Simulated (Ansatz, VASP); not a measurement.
# Cross-check of YB6 between VASP and Ansatz

One calculation is typed for both programs; each brings its own data sets. How far apart do they land? Of the first pair: The cell is taken from a series of runs on this material, whose earlier steps may have relaxed, scaled, displaced or heated it; both programs get it as it stands.

Main program and level: Ansatz 0.2.0; plane waves, with VASP 6.6.1 beside it; relaxation of cell and atoms at PBEsol and elastic constants at PBEsol.

**1. The structure**

It takes space group Pm-3m (No. 221, cubic). Conventional cell: a = 4.070 Å, b = 4.070 Å, c = 4.070 Å, α = 90.00°, β = 90.00°, γ = 90.00°. Nearest to Y lie 24 B at 3.00 Å. B has 6 B at 1.68 to 2.39 Å and 4 Y at 3.00 Å nearest. Farther neighbours are not listed.

Coordinates:

```cif
data_structure
_symmetry_space_group_name_H-M 'Pm-3m'
_symmetry_Int_Tables_number 221
_cell_length_a 4.0700
_cell_length_b 4.0700
_cell_length_c 4.0700
_cell_angle_alpha 90.000
_cell_angle_beta 90.000
_cell_angle_gamma 90.000
_cell_volume 67.42
loop_
_atom_site_label
_atom_site_type_symbol
_atom_site_symmetry_multiplicity
_atom_site_Wyckoff_symbol
_atom_site_fract_x
_atom_site_fract_y
_atom_site_fract_z
_atom_site_occupancy
Y1 Y 1 a 0.00000 0.00000 0.00000 1
B1 B 6 f 0.50000 0.50000 0.20700 1
```

**2. Ansatz: relaxation of cell and atoms, PBEsol**

Ansatz runs on its default PAW (the set named soft_2) files.

The relaxed volume is the usual yardstick between codes: in a stiff, nearly cubic crystal its relative difference is about their pressure difference at one cell divided by the bulk modulus.

input.yaml reads:

```yaml
crystal:
  lattice:
    - [4.07, 0.0, 0.0]
    - [0.0, 4.07, 0.0]
    - [0.0, 0.0, 4.07]
  atoms:
    - { symbol: "Y", position: [0.0, 0.0, 0.0] }
    - { symbol: B, position: [0.5, 0.5, 0.207] }
    - { symbol: B, position: [0.5, 0.5, 0.793] }
    - { symbol: B, position: [0.207, 0.5, 0.5] }
    - { symbol: B, position: [0.793, 0.5, 0.5] }
    - { symbol: B, position: [0.5, 0.207, 0.5] }
    - { symbol: B, position: [0.5, 0.793, 0.5] }
kpoints:
  mp_grid: { grid: [12, 12, 12] }
hamiltonian:
  xc: pbesol
scf:
  occupations: { method: methfessel_paxton, width: 0.25 }
output:
  forces: true
  stress: true
  eigenvalues: true
relax:
  adjacent_minimum: "off"
  f_tol: 0.005
  max_steps: 60
  cell: { stress_tol: 0.03 }
```

Command:

```bash
$ ansatz run input.yaml --threads 8 --pin off --max-ram 16384MiB --backend cpu --events-out ev --progress --plain --runs-dir out
```

Numbers of over 12 decimals in the logs are rounded to 6 here.

Output:

```text
Engine: ansatz 0.2.0, aarch64-unknown-linux-gnu
Pseudopotentials: kind: paw
Pseudopotential: Y, paw, valence charge 11, recommended cutoff 420 eV (normal), Y.paw.azcp
Pseudopotential: B, paw, valence charge 3, recommended cutoff 420 eV (normal), B.paw.azcp
Functional definition: PBEsol
  exchange = pbesol_x
  correlation = pbesol_c
Crystal: 7 atoms, lattice volume = 67.419 Å³
Basis set: ecut = 420 eV, 1357 PW (Γ), exchange–correlation on 60×60×60 points (8 copies of the dense FFT grid, shifted against one another)
Bands: 22, of which v1, the nominal top of the filled ones, is band 15 counted from 1 (14 counted from 0)
Symmetry: 48 space group operations
Space group: Pm-3m (ITA 221), of the structure as read, at distance tolerance 4.1e-5 Å
k-points: 84 of 1728
Non-local potential: Y, projectors of the file, l = 0: 3, l = 1: 2, l = 2: 2, l = 3: 1
Non-local potential: B, projectors of the file, l = 0: 2, l = 1: 2, l = 2: 1
PAW form: soft (Blöchl's): semilocal exchange-correlation on the pseudo side does not see the compensation charge
PAW frozen core: Y, regenerated for the run's functional, and the local potential with it (the file was generated under x = pbe(κ = 0.804, μ = 0.219515), c = pbe(β = 0.066725))
PAW frozen core: B, regenerated for the run's functional, and the local potential with it (the file was generated under x = pbe(κ = 0.804, μ = 0.219515), c = pbe(β = 0.066725))
PAW one-centre angular grid: Y, 590 points (default); XC on 64 Gauss nodes
PAW one-centre angular grid: B, 110 points (default); XC on 64 Gauss nodes
Initial density: superposition of atomic densities (neutral atoms: chi_scale 0, normalization atom), corrected by the library's trained network
Initial wavefunctions: pseudopotential atomic-orbital guess
Functional: x = pbesol(κ = 0.804, μ = 0.123457), c = pbesol(β = 0.046)
SCF iter   1: F=—  HF=-4713.657646 eV  |F-HF|=—  |Δ(HF+E_count)|=         —  Δρ=6.08e-3  dr2=6.39e-2  ethr=1.77e-3  ⟨swp⟩=5.5  Hψ=8968  notcnv=0
preconditioner: auto → Kerker (q_TF=auto, 2.370 Å⁻¹)  [metal: Δε(μ)=0.096 eV  Ē_g=9.843 eV  σ=0.250 eV  W_gap=0.32  n_scr=18 (ndim 8)  ℏωp=20.7 eV  f_vac=0.000  D(μ)=0.90/eV (n_scr^D=6)]
SCF iter   2: F=—  HF=-4713.645164 eV  |F-HF|=—  |Δ(HF+E_count)|=   1.25e-2  S|Δr|=    0.00e0  Δρ=3.54e-3  dr2=2.18e-2  ethr=2.20e-4  ⟨swp⟩=1.0  Hψ=2520  notcnv=0
SCF iter   3: F=—  HF=-4713.639128 eV  |F-HF|=—  |Δ(HF+E_count)|=   6.04e-3  S|Δr|=    0.00e0  Δρ=6.28e-4  dr2=2.56e-4  ethr=7.50e-5  ⟨swp⟩=2.2  Hψ=2299  notcnv=0
SCF iter   4: F=—  HF=-4713.639123 eV  |F-HF|=—  |Δ(HF+E_count)|=   5.28e-6  S|Δr|=    0.00e0  Δρ=1.05e-4  dr2=4.72e-6  ethr=8.82e-7  ⟨swp⟩=2.3  Hψ=2686  notcnv=0
SCF iter   5: F=—  HF=-4713.639147 eV  |F-HF|=—  |Δ(HF+E_count)|=   2.46e-5  S|Δr|=    0.00e0  Δρ=2.99e-5  dr2=4.95e-7  ethr=1.63e-8  ⟨swp⟩=2.3  Hψ=2730  notcnv=0
SCF iter   6: F=-4713.639147 eV  HF=-4713.639147 eV  |F-HF|=7.31e-10  |Δ(HF+E_count)|=   2.15e-7  S|Δr|=    0.00e0  Δρ=5.46e-6  dr2=2.05e-8  ethr=3.45e-10  ⟨swp⟩=9.1  Hψ=9003  notcnv=0
SCF 1 converged in 6 iterations: F = -4713.639147 eV  dr2 = 2.05e-8
  greatest PAW one-centre occupation: 0.992 electrons in one spin orbital (limit 2), on the Y atom at site 0 (counted from 0), in its partial waves of l = 0
relax step   1: F+E_penalty+E_count = -4713.63914747 eV  Δ(F+E_penalty+E_count) = +0.000e0 eV  max|allowed force component| = 2.474e0 eV/Å  Δτ_max = 0.0000 Å  P = +3.678 GPa  Ω = 67.419 Å³  (6 SCF iters, dr2 threshold 1.00e-7 eV, accepted)
[...]
relax step   2: F+E_penalty+E_count = -4713.82118854 eV  Δ(F+E_penalty+E_count) = -1.820e-1 eV  max|allowed force component| = 1.255e0 eV/Å  Δτ_max = 0.0175 Å  P = +3.721 GPa  Ω = 66.760 Å³  energy of the carried Pulay correction = +1.094e-3 eV  (5 SCF iters, dr2 threshold 7.00e-7 eV, accepted)
[...]
relax step   3: F+E_penalty+E_count = -4713.88945178 eV  Δ(F+E_penalty+E_count) = -6.826e-2 eV  max|allowed force component| = 6.651e-3 eV/Å  Δτ_max = 0.0158 Å  P = +0.151 GPa  Ω = 67.641 Å³  energy of the carried Pulay correction = -3.655e-4 eV  (5 SCF iters, dr2 threshold 7.00e-7 eV, accepted)
[...]
relax step   4: F+E_penalty+E_count = -4713.88937020 eV  Δ(F+E_penalty+E_count) = +8.158e-5 eV  max|allowed force component| = 2.745e-3 eV/Å  Δτ_max = 0.0000 Å  P = -0.025 GPa  Ω = 67.706 Å³  energy of the carried Pulay correction = -4.727e-4 eV  (4 SCF iters, dr2 threshold 5.73e-8 eV, accepted)
[...]
relax step   5: F+E_penalty+E_count = -4713.88984945 eV  Δ(F+E_penalty+E_count) = -4.792e-4 eV  max|allowed force component| = 2.568e-3 eV/Å  Δτ_max = 0.0000 Å  P = -0.026 GPa  Ω = 67.706 Å³  stress off target by 2.58e-2 GPa  SCF on the basis re-selected at this cell (its energy is not comparable with the rows above)  (4 SCF iters)
basis re-selected at this cell: Δ(F+E_penalty+E_count) = -4.792e-4 eV, ΔP = -0.001 GPa vs the last step (what re-selecting the basis moved, of the pressure what is left beyond the Pulay correction that the steps carried, after the strain that the cell walked since its last selection, with what the two solves' SCF thresholds leave and, on support functions, any second-order correction that the steps lacked; it is no m [...]
SCF converged after 4 iterations
Stability not checked: this state was not tested for a lower state beside it, because cold or Methfessel-Paxton smearing, or corrected tetrahedra, fill the levels in a way that the test cannot read (fill_not_monotonic; see scf.lower_state_search)
Free energy (F): -4713.889849 eV
Harris-Foulkes:  -4713.889849 eV  (|F-HF|=1.82e-12)
Internal energy: -4713.888396 eV  (E = F + TS)
E sigma→0 (E₀):  -4713.889486 eV
Entropy (-TS):   -0.001453 eV (-0.208 meV/atom)
Fermi energy:    11.661039 eV
--- Per-component energies (eV) ---
  E_band       = -39.313646
  E_kinetic    = 609.280156
  E_local      = -667.517140  (includes V_loc(G=0)·N_el)
  E_nonlocal   = 120.190224
  E_hartree    = 201.023244
  E_xc         = -368.072437
  E_vxc        = -432.449550  (∫ρ·V_xc dr)
  E_paw        = -3226.495348  (= ΣΔE_a)
  E_vpaw       = -70.863841  (= ΣTr[D̂ρ^β])
  E_aug_tail   = -0.000015  (compensation charges beyond the density's cutoff)
  E_ewald      = -1382.534118
  E_core_change = 0.237038  (= ΣΔE_core)
  E_smearing   = -0.001453  (= −TS)
  E_closure    = 0.000000  (closes the sum)
  Σ components = -4713.889849   (vs F -4713.889849, Δ=0.00e0)
--- Forces (eV/Å), atoms counted from 1 ---
  atom   1  Y      0.00000000     0.00000000     0.00000000
  atom   2  B      0.00000000     0.00000000    -0.00256810
  atom   3  B     -0.00000000    -0.00000000     0.00256810
  atom   4  B     -0.00256810     0.00000000     0.00000000
  atom   5  B      0.00256810    -0.00000000    -0.00000000
  atom   6  B     -0.00000000    -0.00256810     0.00000000
  atom   7  B      0.00000000     0.00256810    -0.00000000
  max |Σ_I F_I| component: 2.78e-17 eV/Å
--- Stress (GPa, compression-positive) ---
       -0.025788       0.000000       0.000000
        0.000000      -0.025788       0.000000
        0.000000       0.000000      -0.025788
  P = ⅓ Tr σ = -0.0258 GPa (-0.258 kbar)
--- Band table (eV; the first three rows and the last of 84) ---
  k-point 0: bands = [... 11 lower, 9.6240, 9.6240, 9.6240, 12.6350, 12.6350, 12.7171, 12.7171, 12.7171, ... 3 higher]
  k-point 1: bands = [... 11 lower, 9.4089, 9.4089, 9.6583, 11.7280, 12.7006, 12.9952, 12.9952, 13.6685, ... 3 higher]
  k-point 2: bands = [... 11 lower, 8.9426, 8.9426, 9.7573, 10.8604, 12.8894, 13.4681, 13.4681, 14.3122, ... 3 higher]
  k-point 83: bands = [... 11 lower, 9.0697, 9.0697, 9.0697, 14.2676, 14.4982, 14.4982, 14.8161, 14.8161, ... 3 higher]
--- Relaxed structure (4 steps of the walk, 4 accepted, 1 SCFs on fresh bases) ---
  F+E_penalty+E_count = -4713.88984945 eV   max|allowed force component| = 2.568e-3 eV/Å   (the final SCF, on the basis selected at the relaxed cell)
  cell:  # Å, volume = 67.7059 Å³
    - [4.075762, 0, 0]
    - [0, 4.075762, 0]
    - [0, 0.0, 4.075762]
  atoms:
    - { symbol: Y, position: [3.652736676014745e-19, 0, 1.2177770979128165e-19] }
    - { symbol: B, position: [0.5, 0.5, 0.198810] }
    - { symbol: B, position: [0.5, 0.5, 0.801190] }
    - { symbol: B, position: [0.198810, 0.5, 0.5] }
    - { symbol: B, position: [0.801190, 0.5, 0.5] }
    - { symbol: B, position: [0.5, 0.198810, 0.5] }
    - { symbol: B, position: [0.5, 0.801190, 0.5] }
```

(Part 1 of 2 ends here.)

[Lines on the potential files, build, host, timing and source positions are cut from VASP's logs without a mark.]

[Logs are printed without paths, hosts, clocks, repeated set-up lines and the standing remarks that a program may print on its own settings, such as how far it seeks lower states.]

[Hosts, paths, dates, database ids (printed as entryN), source tags and the programs' standing remarks are cut or masked in the printed files.]
